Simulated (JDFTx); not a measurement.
Write the native input for JDFTx 1.7.0 (patched build) that does the following.

| Property | Result |
| --- | --- |
| Task | single point |
| Functional | LDA |
| Potentials or basis | PseudoDojo-SR-LDA-0.4.1-standard with smoothed tails |
| Cutoff | 1170 eV |
| Density cutoff | 9361 eV |
| k mesh | 8 × 8 × 8 |
| Occupations | gaussian, width 0.05 eV |
| Spin | no spin polarisation |
| Local potential set to -Z/r beyond | 6 bohr |
| Bands | 25 |
| Density cutoff over wavefunction cutoff | 8 |
| Max SCF steps | 100 |
| SCF threshold on the energy | 1e-09 Ha |
| Solver of the electrons | scf |
| Further solve for the empty bands | yes |

Crystal: HgSe.

```
CELL_PARAMETERS angstrom
0.00000 3.03900 3.03900
3.03900 0.00000 3.03900
3.03900 3.03900 0.00000
ATOMIC_POSITIONS crystal
Hg 0.00000 0.00000 0.00000
Se 0.75000 0.75000 0.75000
```

The input as run:

HgSe.in

```
lattice \
    0.0000000000     5.7428776927     5.7428776927 \
    5.7428776927     0.0000000000     5.7428776927 \
    5.7428776927     5.7428776927     0.0000000000
coords-type Lattice
ion Hg     0.0000000000     0.0000000000     0.0000000000 1
ion Se     0.7500000000     0.7500000000     0.7500000000 1

ion-species pseudo/Hg.upf
ion-species pseudo/Se.upf
elec-cutoff 43 344
elec-ex-corr lda-PW
kpoint-folding 8 8 8
elec-smearing Gauss 0.00091873305
elec-n-bands 25
electronic-SCF nIterations 100 energyDiffThreshold 1e-09
electronic-minimize nIterations 30 energyDiffThreshold 1e-7
converge-empty-states yes
forces-output-coords Cartesian

dump-name run.$VAR
dump End Ecomponents EigStats BandEigs Kpoints Forces Stress
```

Potentials or basis: PseudoDojo-SR-LDA-0.4.1-standard with smoothed tails.

The run is started by

```bash
$ jdftx -c 1 -i HgSe.in -o HgSe.out
```

Results of the run:

| Item | Value |
| --- | --- |
| Pressure | -0.5 GPa |
| Band gap on the k mesh | none (metal or under the smearing width) |

Wall time 3.6 min on 1 thread of Arm Neoverse V1, on a shared host, peak memory 0.21 GiB.
